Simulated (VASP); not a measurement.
# K (I4/mmm) in VASP: a series of runs, part 2 of 2

VASP 6.6.1. Earlier steps stand in the parts before.

## 3. Single point, LDA (strain -0.0400 x Voigt [0, 1, 0, 0, 0, 0], atoms carried along)

Contents of INCAR:

```
SYSTEM = K
PREC = Accurate ; ENCUT = 520
EDIFF = 1E-6 ; ISMEAR = 0
SIGMA = 0.15 ; LREAL = .FALSE.
LASPH = .TRUE. ; NELM = 100
ALGO = Fast ; ISIF = 2
LWAVE = .FALSE. ; LCHARG = .TRUE.
LELF = .TRUE. ; LVHAR = .TRUE.
NBANDS = 10
```

Contents of KPOINTS:

```
Automatic mesh
0
G
  14 14 14
  0 0 0
```

Contents of POSCAR:

```
K
1.0
   -2.6180000000      2.5132800000      2.6180000000
    2.6180000000     -2.5132800000      2.6180000000
    2.6180000000      2.5132800000     -2.6180000000
K
1
Direct
    0.0000000000      0.0000000000      0.0000000000
```

Potentials or basis: VASP PAW LDA potentials, release 64 (K_sv).

The run is started by

```bash
$ cat potpaw_LDA.64/K_sv/POTCAR > POTCAR
$ mpirun -np 1 vasp_std > vasp.out
```

OUTCAR:

```text
SYSTEM = K
   PREC = Accurate
   ENCUT = 520
   EDIFF = 1E-6
   ISMEAR = 0
   LREAL = .FALSE.
   LASPH = .TRUE.
   NELM = 100
   ISIF = 2

 ion  position               nearest neighbor table
   1  0.000  0.000  0.000-

  LATTYP: Found a body centered tetragonal cell.
 ALAT       =     5.2360000000
 C/A-ratio  =     0.9600000000

  Lattice vectors:

 A1 = (  -2.6180000000,  -2.5132800000,   2.6180000000)
 A2 = (   2.6180000000,  -2.5132800000,  -2.6180000000)
 A3 = (   2.6180000000,   2.5132800000,   2.6180000000)

Analysis of symmetry for initial positions (statically):
=====================================================================
 Subroutine PRICEL returns:
 Original cell was already a primitive cell.

 Routine SETGRP: Setting up the symmetry group for a
 body centered tetragonal supercell.

 Subroutine GETGRP returns: Found 16 space group operations
 (whereof 16 operations were pure point group operations)
 out of a pool of 16 trial point group operations.

The static configuration has the point symmetry D_4h.

Analysis of symmetry for dynamics (positions and initial velocities):
=====================================================================
 Subroutine PRICEL returns:
 Original cell was already a primitive cell.

 Routine SETGRP: Setting up the symmetry group for a
 body centered tetragonal supercell.

 Subroutine GETGRP returns: Found 16 space group operations
 (whereof 16 operations were pure point group operations)
 out of a pool of 16 trial point group operations.

The dynamic configuration has the point symmetry D_4h.

 Subroutine INISYM returns: Found 16 space group operations
 (whereof 16 operations are pure point group operations),
 and found     1 'primitive' translations

----------------------------------------------------------------------------------------

                                     Primitive cell

  volume of cell :      68.9033

  direct lattice vectors                    reciprocal lattice vectors
    -2.618000000  2.513280000  2.618000000     0.000000000  0.198943214  0.190985485
     2.618000000 -2.513280000  2.618000000     0.190985485  0.000000000  0.190985485
     2.618000000  2.513280000 -2.618000000     0.190985485  0.198943214  0.000000000

  length of vectors
     4.474865848  4.474865848  4.474865848     0.275778639  0.270094263  0.275778639

  position of ions in fractional coordinates (direct lattice)
     0.000000000  0.000000000  0.000000000

  ion indices of the primitive-cell ions
   primitive index   ion index
                 1           1

----------------------------------------------------------------------------------------

 KPOINTS: Automatic mesh

Automatic generation of k-mesh.
 Grid dimensions read from file:
 generate k-points for:   14   14   14

 Generating k-lattice:

  Cartesian coordinates                     Fractional coordinates (reciprocal lattice)
     0.000000000  0.014210230  0.013641820     0.071428571 -0.000000000  0.000000000
     0.013641820  0.000000000  0.013641820     0.000000000  0.071428571  0.000000000
     0.013641820  0.014210230  0.000000000     0.000000000 -0.000000000  0.071428571

  Length of vectors
     0.019698474  0.019292447  0.019698474

  Shift w.r.t. Gamma in fractional coordinates (k-lattice)
     0.000000000  0.000000000  0.000000000

 Subroutine IBZKPT returns following result:
 ===========================================

 Found    244 irreducible k-points:

 Following reciprocal coordinates:
            Coordinates               Weight
  0.000000  0.000000  0.000000      1.000000
  0.071429 -0.000000  0.000000      8.000000
  0.142857  0.000000 -0.000000      8.000000
  0.214286 -0.000000  0.000000      8.000000
  0.285714 -0.000000  0.000000      8.000000
  0.357143 -0.000000  0.000000      8.000000
[... 16 lines left out ...]
  0.071429  0.142857  0.000000     16.000000
  0.142857  0.142857  0.000000     16.000000
 [... further k-points ...]
   k-points           NKPTS =    244   k-points in BZ     NKDIM =    244   number of bands    NBANDS=     10
   number of dos      NEDOS =    301   number of ions     NIONS =      1
   total plane-waves  NPLWV =  46656
   dimension x,y,z NGX =    36 NGY =   36 NGZ =   36
   dimension x,y,z NGXF=    72 NGYF=   72 NGZF=   72
   ions per type =               1
   NGX,Y,Z   is equivalent  to a cutoff of  13.37, 13.37, 13.37 a.u.
   NGXF,Y,Z  is equivalent  to a cutoff of  26.75, 26.75, 26.75 a.u.
 SYSTEM =  K
   PREC   = accura    normal or accurate (medium, high low for compatibility)
   ISTART =      0    job   : 0-new  1-cont  2-samecut
   ICHARG =      2    charge: 1-file 2-atom 10-const
   ISPIN  =      1    spin polarized calculation?
   LNONCOLLINEAR =      F non collinear calculations
   LSORBIT =      F    spin-orbit coupling
   LASPH  =      T    aspherical Exc in radial PAW
   ENCUT  =  520.0 eV  38.22 Ry    6.18 a.u.   8.32  8.32  8.32*2*pi/ulx,y,z
   NELM   =    100;   NELMIN=  2; NELMDL= -5     # of ELM steps
   EDIFF  = 0.1E-05   stopping-criterion for ELM
   LREAL  =      F    real-space projection
   EDIFFG = 0.1E-04   stopping-criterion for IOM
   NSW    =      0    number of steps for IOM
   IBRION =     -1    ionic relax: 0-MD 1-quasi-New 2-CG
   NFREE  =      0    steps in history (QN), initial steepest desc. (CG)
   ISIF   =      2    stress and relaxation
   ISYM   =      2    0-nonsym 1-usesym 2-fastsym
   POTIM  = 0.5000    time-step for ionic-motion
   TEBEG  =    0.0;   TEEND  =   0.0 temperature during run
   PSTRESS=    0.0 pullay stress
   NELECT =       9.0000    total number of electrons
   NUPDOWN=      -1.0000    fix difference up-down
   EMIN   =  10.00;   EMAX   =-10.00  energy-range for DOS
   EFERMI =   0.00;   METHOD = LEGACY
   ISMEAR =     0;   SIGMA  =   0.15  broadening in eV -4-tet -1-fermi 0-gaus
   EFERMI_NEDOS =   21; number of points for ismear=-14 and -15
   IALGO  =     68    algorithm
   IMIX   =      4    mixing-type and parameters
     AMIX     =   0.40;   BMIX     =  1.00
     AMIX_MAG =   1.60;   BMIX_MAG =  1.00
  volume/ion in A,a.u.               =      68.90       464.98
  Fermi-wavevector in a.u.,A,eV,Ry     =   0.830633  1.569668  9.387346  0.689950
  Thomas-Fermi vector in A             =   1.943383
   LORBIT       =      0    0 simple, 1 ext, 2 COOP (PROOUT), +10 PAW based schemes
   GGA     = CA    functional components
   LHFCALC =     F    Hartree Fock is set to
   AEXX    =    0.0000 exact exchange contribution
   IVDW    =     0    specifies the selected vdW correction
   LEPSILON=     F    determine dielectric tensor
   LRPA    =     F    only Hartree local field effects (RPA)
 non-spin polarized calculation
 RMM-DIIS sequential band-by-band and
 Gauss-broadening in eV      SIGMA  =   0.15
  energy-cutoff  :      520.00
  volume of cell :       68.90
 maximum number of plane-waves:      1889
 NGX is ok and might be reduce to    36
   NGX = 17   NGY = 17   NGZ = 17

 number of electron       9.0000000 magnetization

 Free energy of the ion-electron system (eV)
  ---------------------------------------------------
  ext. energy  EPLUGINS =         0.00000000
  ---------------------------------------------------
  free energy    TOTEN  =        -1.16457055 eV

  energy without entropy =       -1.15604237  energy(sigma->0) =       -1.16030646

 E-fermi :  -0.1659     XC(G=0):  -6.0400

 val. band max:       -0.1939017755   @ k =   0.0714   0.3571   0.0714
 cond. band min:      -0.1540702034   @ k =   0.4286  -0.4286   0.0714
 fundamental gap:      0.0398315722
 Fermi energy:        -0.1658611523

 k-point     1 :       0.0000    0.0000    0.0000
  band No.  band energies     occupation
      1     -31.9477      2.00000
      2     -15.6222      2.00000
      3     -15.6221      2.00000
      4     -15.6221      2.00000
      5      -2.4262      2.00000
      6       3.9157      0.00000
      7       4.1272      0.00000
      8       4.1272      0.00000
      9       4.8879      0.00000
     10       5.1668      0.00000
[... 287 lines left out ...]
 k-point    24 :       0.1429    0.1429    0.0000
  band No.  band energies     occupation
      1     -31.9448      2.00000
      2     -15.6646      2.00000
      3     -15.6345      2.00000
      4     -15.6256      2.00000
      5      -1.6532      2.00000
      6       2.9281      0.00000
      7       3.2851      0.00000
      8       4.5763      0.00000
      9       4.6973      0.00000
     10       5.2744      0.00000

 [... further k-points ...]

------------------------ aborting loop because EDIFF is reached ----------------------------------------

  FORCE on cell =-STRESS in cart. coord.  units (eV):
  Direction    XX          YY          ZZ          XY          YZ          ZX
  --------------------------------------------------------------------------------------
  -------------------------------------------------------------------------------------
  Total       -0.1298889     -0.1135034     -0.1298889      0.0000000     -0.0000000      0.0000000
  in kB       -3.0202463     -2.6392430     -3.0202463      0.0000000     -0.0000000      0.0000000
  external PRESSURE =      -2.8932452 kB  Pullay stress =       0.0000000 kB

 VOLUME and BASIS-vectors are now :
 -----------------------------------------------------------------------------
  energy-cutoff  :      520.00
  volume of cell :       68.90
      direct lattice vectors                 reciprocal lattice vectors
    -2.618000000  2.513280000  2.618000000     0.000000000  0.198943214  0.190985485
     2.618000000 -2.513280000  2.618000000     0.190985485  0.000000000  0.190985485
     2.618000000  2.513280000 -2.618000000     0.190985485  0.198943214  0.000000000

 POSITION                                       TOTAL-FORCE (eV/Angst)
 -----------------------------------------------------------------------------------
      0.00000      0.00000      0.00000        -0.000000      0.000000      0.000000
 -----------------------------------------------------------------------------------
    total drift:                               -0.000000      0.000000      0.000000

  FREE ENERGIE OF THE ION-ELECTRON SYSTEM (eV)
  ---------------------------------------------------
  free  energy   TOTEN  =        -1.1645705501 eV

  energy  without entropy=       -1.1560423735  energy(sigma->0) =       -1.16030646
```

OSZICAR:

```text
N       E                     dE             d eps       ncg     rms          rms(c)
DAV:   1     0.508400630824E+02    0.50840E+02   -0.35867E+03  4880   0.696E+02
DAV:   2     0.682939560521E+00   -0.50157E+02   -0.49188E+02  5236   0.211E+02
DAV:   3    -0.110843980395E+01   -0.17914E+01   -0.17857E+01  7730   0.299E+01
DAV:   4    -0.116487419973E+01   -0.56434E-01   -0.56029E-01  6770   0.458E+00
DAV:   5    -0.116600054964E+01   -0.11263E-02   -0.11261E-02  7800   0.471E-01    0.227E+00
RMM:   6    -0.116487798931E+01    0.11226E-02   -0.11650E-03  6667   0.237E-01    0.144E+00
RMM:   7    -0.116451269968E+01    0.36529E-03   -0.29032E-03  7161   0.331E-01    0.838E-02
RMM:   8    -0.116454939422E+01   -0.36695E-04   -0.46551E-04  7799   0.185E-01    0.257E-02
RMM:   9    -0.116456834948E+01   -0.18955E-04   -0.78547E-05  7923   0.629E-02    0.125E-02
RMM:  10    -0.116456999898E+01   -0.16495E-05   -0.33174E-05  8123   0.366E-02    0.637E-03
RMM:  11    -0.116457055007E+01   -0.55109E-06   -0.59868E-06  7462   0.136E-02
   1 F= -.11645706E+01 E0= -.11603065E+01  d E =-.852818E-02
```

Wall time 60 s (1 thread of Intel Xeon 6975P-C (Granite Rapids), shared host); peak memory 0.28 GiB.

What came out:

- Free energy: -1.1646 eV
- Pressure: -0.3 GPa
- Band gap on the k mesh: none (metal or under the smearing width)

## 4. Single point, LDA (strain +0.0350 x Voigt [0, 1, 0, 0, 0, 0], atoms carried along)

Contents of INCAR:

```
SYSTEM = K
ALGO     = Normal         ! electronic algorithm
EDIFF    = 1E-6           ! SCF threshold, eV
ENCUT    = 520            ! plane-wave cutoff, eV
GGA      = CA             ! functional
ISIF     = 2              ! what is computed and relaxed
ISMEAR   = 0              ! smearing method
LASPH    = .True.         ! aspherical terms in the spheres
LCHARG   = .False.        ! write CHGCAR
LREAL    = .False.        ! projectors in reciprocal space
LWAVE    = .False.        ! write WAVECAR
NBANDS   = 10             ! bands
NELM     = 100            ! most SCF steps
PREC     = Accurate       ! precision mode
SIGMA    = 0.15           ! smearing width, eV
```

Contents of KPOINTS:

```
k-points
0
Gamma
  14 14 14
  0 0 0
```

Contents of POSCAR:

```
K
1.0
   -2.6180000000      2.7096300000      2.6180000000
    2.6180000000     -2.7096300000      2.6180000000
    2.6180000000      2.7096300000     -2.6180000000
K
1
Direct
    0.0000000000      0.0000000000      0.0000000000
```

The run is started by

```bash
$ cat potpaw_LDA.64/K_sv/POTCAR > POTCAR
$ mpirun -np 1 vasp_std > vasp.out
```

Wall time 48 s (1 thread of Intel Xeon 6975P-C (Granite Rapids), shared host); peak memory 0.29 GiB.

Results (log left out):

* Free energy: -1.1514 eV
* Pressure: -0.5 GPa
* Band gap on the k mesh: none (metal or under the smearing width)

Levels at points of the mesh, in eV from the Fermi level:
| k point | band 1 | band 2 | band 3 | band 4 | band 5 | band 6 | band 7 | band 8 | band 9 | band 10 |
| --- | --- | --- | --- | --- | --- | --- | --- | --- | --- | --- |
| (0.00, 0.00, 0.00) | -31.83 | -15.51 | -15.51 | -15.51 | -2.15 | 4.10 | 4.10 | 4.26 | 4.96 | 5.18 |
| (0.50, 0.00, 0.00) | -31.83 | -15.58 | -15.53 | -15.51 | 0.38 | 0.70 | 3.14 | 4.66 | 5.53 | 6.03 |
| (0.00, 0.50, 0.00) | -31.82 | -15.58 | -15.53 | -15.51 | 0.46 | 0.78 | 2.96 | 4.78 | 5.63 | 5.80 |
| (0.50, 0.50, 0.50) | -31.82 | -15.56 | -15.56 | -15.56 | 1.63 | 1.73 | 3.18 | 3.56 | 3.56 | 5.25 |

## 5. The runs side by side

| cell | gap on the mesh (eV) | pressure (GPa) |
| --- | --- | --- |
| strain +0.0400 x Voigt [0, 1, 0, 0, 0, 0], atoms carried along | none | -0.5 |
| strain -0.0400 x Voigt [0, 1, 0, 0, 0, 0], atoms carried along | none | -0.3 |
| strain +0.0350 x Voigt [0, 1, 0, 0, 0, 0], atoms carried along | none | -0.5 |

Alike in all rows: task single point; level LDA; potentials or basis VASP PAW LDA potentials, release 64 (K_sv); no spin polarisation; k mesh 14 × 14 × 14; cutoff (eV) 520; smearing gaussian 0.15 eV.

Total energies depend on the potentials used, so only differences within one code and one set of settings carry meaning.
